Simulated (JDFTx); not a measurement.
Runs of JDFTx 1.7.0 (patched build) on Si. It takes space group Pm-3m (No. 221, cubic). Conventional cell: a = 2.532 Å, b = 2.532 Å, c = 2.532 Å, α = 90.00°, β = 90.00°, γ = 90.00°. Si (site symmetry m-3m) has 6 Si at 2.53 Å as nearest neighbours. The cell was built by a generator and needn't be a form met in nature.

```tsv
level	share of exact exchange	SCF threshold on the energy	gap on the mesh (eV)	pressure (GPa)
PBE0 (exact-exchange share 0.2)	0.2	1e-07 Ha	none	1.8
PBE0 (exact-exchange share 0.25)	0.25	1e-07 Ha	none	(b)
PBE	-	1e-09 Ha	none	(a)
PBE0 (exact-exchange share 0.4)	0.4	1e-07 Ha	none	1.1
PBE0 (exact-exchange share 0.3)	0.3	1e-07 Ha	none	1.4
PBE0 (exact-exchange share 0.1)	0.1	1e-07 Ha	none	2.3
```

Alike in all rows: task single point; potentials or basis PseudoDojo-SR-PBE-0.5-standard with smoothed tails; no spin polarisation; cell as given; k mesh 5 × 5 × 5; cutoff (eV) 490; smearing fermi-dirac 0.05 eV; the mesh is coarse, so values aren't converged.

Estimate the missing entries.

(a) 2.7; (b) 1.6.

Caveats: all runs use coarse meshes; the hybrid runs on potentials with a model core (some runs); the potentials were made for another functional, which shifts forces and pressure (some runs); the empty levels aren't tightly converged (some runs).

A gap of «none» marks a metal or a gap under the smearing width.
